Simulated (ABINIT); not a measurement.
Input of an ABINIT 10.8.3 (patched build) run:

run.abi

```
# Datasets: ground state, then fixed potential
ndtset 2

# Pseudopotentials
pp_dirpath "./"
pseudos "I.GGA_PBE-JTH.xml"

# Structure
acell 3*1.0
rprim
     6.8692206034    -4.5259318630     0.0000000000
     6.8692206034     4.5259318630     0.0000000000
     0.0000000000     0.0000000000    18.5069194180
ntypat 1
znucl 53
natom 4
typat 1 1 1 1
xred
     0.6493000000     0.3507000000     0.3844000000
     0.1493000000     0.8507000000     0.1156000000
     0.3507000000     0.6493000000     0.6156000000
     0.8507000000     0.1493000000     0.8844000000
chkprim 0
chksymtnons 0
tolsym 1.0e-6

# Plane-wave basis
ecut 408.170794 eV
pawecutdg 30.0

# Exchange and correlation
ixc -144130

# Bands and occupations
occopt 3
tsmear 0.05 eV

# SCF cycle
nstep 100

# Output
iomode 3
prtwf 0
prteig 0
prtebands 0
prtden1 1
prtvha1 1
prtvclmb1 1
prtpot1 1

# Dataset 1
kptopt1 1
ngkpt1 7 7 3
nshiftk1 1
shiftk1 0.0 0.0 0.0
nband1 18
tolvrs1 1.0e-9

# Dataset 2: bands along G-X-S-R-A-Z-G-Y-X1-A1-T-Y
iscf2 -2
getden2 1
nband2 22
nbdbuf2 2
tolwfr2 1.0e-12
kptopt2 -11
ndivsm2 5
prteig2 1
prtvol2 -3
kptbounds2
     0.0000000000     0.0000000000     0.0000000000
     0.3585278261    -0.3585278261     0.0000000000
     0.0000000000    -0.5000000000     0.0000000000
     0.0000000000    -0.5000000000    -0.5000000000
     0.3585278261    -0.3585278261    -0.5000000000
     0.0000000000     0.0000000000    -0.5000000000
     0.0000000000     0.0000000000     0.0000000000
    -0.5000000000    -0.5000000000     0.0000000000
    -0.3585278261    -0.6414721739     0.0000000000
    -0.3585278261    -0.6414721739    -0.5000000000
    -0.5000000000    -0.5000000000    -0.5000000000
    -0.5000000000    -0.5000000000     0.0000000000
```

Potentials or basis: JTH PAW PBE v2.0.

Run with:

```sh
$ abinit run.abi > log 2>&1
```

Task: Predict the band gap on the k mesh.

Result: 1.28 eV, indirect (least direct gap 1.37 eV).

Task: Predict the largest force.

Result: 1.287 eV/Å.

Task: What does it give for the band gap along the path?

Result: 1.25 eV, indirect (least direct gap 1.37 eV).

Task: Predict the pressure.

Result: 3.1 GPa.

Levels at the corners of the path, in eV from the valence-band top:
```tsv
point	band 10	band 11	band 12	band 13	band 14	band 15	band 16	band 17	band 18	band 19
Γ	-1.15	-1.12	-0.57	-0.08	-0.02	1.35	2.18	5.18	5.23	5.39
X	-2.32	-1.55	-1.01	-0.67	-0.24	1.64	1.86	6.23	6.40	7.44
S	-1.69	-1.25	-1.25	-0.43	-0.43	2.22	2.22	5.37	5.37	7.41
R	-1.75	-0.74	-0.74	0.00	0.00	1.62	1.62	5.74	5.74	6.53
A	-2.67	-0.81	-0.81	-0.60	-0.60	1.71	1.71	6.85	6.85	6.99
Z	-1.19	-1.04	-1.04	-0.05	-0.05	1.58	1.58	5.64	5.64	6.20
Γ	-1.15	-1.12	-0.57	-0.08	-0.02	1.35	2.18	5.18	5.23	5.39
Y	-1.96	-1.85	-1.38	-0.73	-0.29	1.26	1.80	5.10	5.84	6.00
X1	-2.32	-1.55	-1.01	-0.67	-0.24	1.64	1.86	6.23	6.40	7.44
A1	-2.67	-0.81	-0.81	-0.60	-0.60	1.71	1.71	6.85	6.85	6.99
T	-1.88	-1.24	-1.24	-0.98	-0.98	1.37	1.37	6.08	6.08	7.07
Y	-1.96	-1.85	-1.38	-0.73	-0.29	1.26	1.80	5.10	5.84	6.00
```

Caveat: the PAW data sets were made with another functional, which shifts forces and pressure a little; spin-orbit coupling is left out, which moves the levels of the heavy elements.
